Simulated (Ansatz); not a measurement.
The parent structure is GeO2 (space group P3_121, No. 152).

```
CELL_PARAMETERS angstrom
      5.09349     0.00000     0.00000
     -2.54674     4.41109     0.00000
      0.00000     0.00000     5.76775
ATOMIC_POSITIONS crystal
  Ge 0.45565 0.00000 0.83333
  Ge 0.00000 0.45565 0.16667
  Ge 0.54435 0.54435 0.50000
  O  0.39740 0.29816 0.74186
  O  0.70184 0.09924 0.07519
  O  0.90076 0.60260 0.40853
  O  0.09924 0.70184 0.92481
  O  0.29816 0.39740 0.25814
  O  0.60260 0.90076 0.59147
```

Cartesian axes are those of the cell as printed.

Level of theory: PBE (Ansatz, a first-principles code; PAW; 420 eV plane waves; scalar-relativistic without spin-orbit coupling).

Now apply this change: every lattice vector is shortened by 1.20 %, atoms relaxed at fixed cell.

**Question.** Predict the stress tensor and what it implies for the stiffness.

**Answer.** Stress of the strained cell less that of the base (GPa, compression positive):
```
   1.31    0.00    0.00
   0.00    1.31    0.00
   0.00    0.00    1.85
```

Then B = −ΔP/(ΔV/V₀) with ΔV/V₀ = -0.0356 gives secant stiffness values (nonlinear terms included at this strain): B (at held cell shape, above the free-shape value) ≈ 42 GPa.

Whether these cells are dynamically stable was not tested.
